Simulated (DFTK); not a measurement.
Crystal: Co.

```
CELL_PARAMETERS angstrom
2.47200 0.00000 0.00000
-1.23600 2.14081 0.00000
0.00000 0.00000 4.02114
ATOMIC_POSITIONS crystal
Co 0.66667 0.33333 0.75000
Co 0.33333 0.66667 0.25000
```

Base run:

* Program: DFTK 0.8.2
* Functional: PBEsol
* Potentials or basis: SPMS 1.0 (PBE)
* Cutoff: 1225 eV
* k mesh: 9 × 9 × 5
* Occupations: fermi-dirac, width 0.05 eV
* Spin: collinear spin, ferromagnetic start
* Starting moments: [2.0, 2.0] μB

Its results: band gap on the k mesh none (metal or under the smearing width); net moment 3.06 μB per cell; site moments Co +1.53 μB.

Problem. After a change of settings the same cell gave: band gap on the k mesh none (metal or under the smearing width); net moment 3.21 μB per cell; site moments Co +1.60 μB. Which change was it?
A. functional from PBEsol to LDA; potentials or basis from SPMS 1.0 (PBE) to SG15 1.2 (PBE)
B. potentials or basis from SPMS 1.0 (PBE) to dojo.nc.sr.pbesol.v0_4_1.standard.upf (PBEsol); cutoff from 1225 eV to 1306 eV; k mesh from 9 × 9 × 5 to 12 × 12 × 7
C. functional from PBEsol to r2SCAN; potentials or basis from SPMS 1.0 (PBE) to SG15 1.2 (PBE)

Solution. B.

Not every run made on this cell is shown here.
